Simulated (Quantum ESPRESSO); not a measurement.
Something may be wrong with this Quantum ESPRESSO 7.5 calculation of C.

Contents of pw.in:

```
&CONTROL
  calculation = 'scf'
  prefix = 'pwscf'
  outdir = './tmp'
  pseudo_dir = './pseudo'
  tprnfor = .true.
  tstress = .true.
  disk_io = 'nowf'
/
&SYSTEM
  ibrav = 0
  nat = 4
  ntyp = 1
  ecutwfc = 82
  nbnd = 14
  input_dft = 'vdw-df2-b86r'
  occupations = 'smearing'
  smearing = 'fd'
  degauss = 0.00999582
/
&ELECTRONS
  conv_thr = 8d-10
  electron_maxstep = 75
  mixing_beta = 1.5
  mixing_ndim = 1
/
ATOMIC_SPECIES
C     12.0110 C.upf
CELL_PARAMETERS angstrom
  -2.1273203100    1.2282824400    0.0000000000
   1.3790696300    0.0000000000   -3.5028300800
  -2.1273203100   -3.6848473200    0.0000000000
ATOMIC_POSITIONS crystal
C      0.2316671000    0.0654750800    0.0590423800
C      0.8048655200    0.8032026100    0.6561618000
C      0.2317336900    0.0656611600    0.3923979100
C      0.7317336900    0.0656611600    0.8923979100
K_POINTS automatic
11 8 7 0 0 0
```

Potentials or basis: PseudoDojo 0.4.1 SR PBE standard.

Command:

```console
$ OMP_NUM_THREADS=1 pw.x -in pw.in > pw.out
```

pw.out:

```text
This program is part of the open-source Quantum ESPRESSO suite
     for quantum simulation of materials; please cite
         "P. Giannozzi et al., J. Phys.:Condens. Matter 21 395502 (2009);
         "P. Giannozzi et al., J. Phys.:Condens. Matter 29 465901 (2017);
         "P. Giannozzi et al., J. Chem. Phys. 152 154105 (2020);
     in publications or presentations arising from this work. More details at

     IMPORTANT: XC functional enforced from input :
     Exchange-correlation= VDW-DF2-B86R
                           (   1   4  26   0   2   0   0)
     Any further DFT definition will be discarded
     Please, verify this is what you really want

     G-vector sticks info
     --------------------
[... 81 lines left out ...]
     %%%%%%%%%%%%%%%%%%%%%%%%%%%%%%%%%%%%%%%%%%%%%%%%%%%%%%%%%%%%%%%%%%%%%%%%

     %%%%%%%%%%%%%%%%%%%%%%%%%%%%%%%%%%%%%%%%%%%%%%%%%%%%%%%%%%%%%%%%%%%%%%%%
     %                                                                      %
     %  vdW-DF NEWS:                                                        %
     %                                                                      %
     %  * vdW-DF3 is now available. DOI: 10.1021/acs.jctc.0c00471           %
     %    use with input_dft = 'vdW-DF3-opt1' or 'vdW-DF3-opt2'             %
     %                                                                      %
     %  * Unscreened and range-separated hybrid vdW-DF-cx functionals       %
     %    DOI: 10.1063/1.4986522 and 10.1088/1361-648X/ac2ad2               %
     %    use with input_dft = 'vdW-DF-cx0'    and 'vdW-DF-ahcx'            %
     %  * Unscreened and range-separated hybrid vdW-DF2-b86r functionals    %
     %    DOI: 10.1063/1.4986522 and DOI: 10.1103/PhysRevX.12.041003        %
     %    use with input_dft = 'vdW-DF2-br0' and 'vdW-DF2-ahbr'             %
     %                                                                      %
     %%%%%%%%%%%%%%%%%%%%%%%%%%%%%%%%%%%%%%%%%%%%%%%%%%%%%%%%%%%%%%%%%%%%%%%%

     Starting wfcs are   16 randomized atomic wfcs

     Self-consistent Calculation

     iteration #  1     ecut=    82.00 Ry     beta= 1.50
     Davidson diagonalization with overlap
     ethr =  1.00E-02,  avg # of iterations =  6.0

     total energy              =     -47.59640467 Ry
     estimated scf accuracy    <       0.31241836 Ry
[... 76 lines left out ...]
     total energy              =     -33.71173635 Ry
     estimated scf accuracy    <     139.54351108 Ry

     iteration # 12     ecut=    82.00 Ry     beta= 1.50
     Davidson diagonalization with overlap
```

Among its messages:

```text
negative rho
```

**Question.** Diagnose the run.

**Answer.** The run was cut off at its time limit. The input holds a flaw that was put in on purpose: mixing far too strong (mixing_beta = 1.5; mixing_ndim = 1).
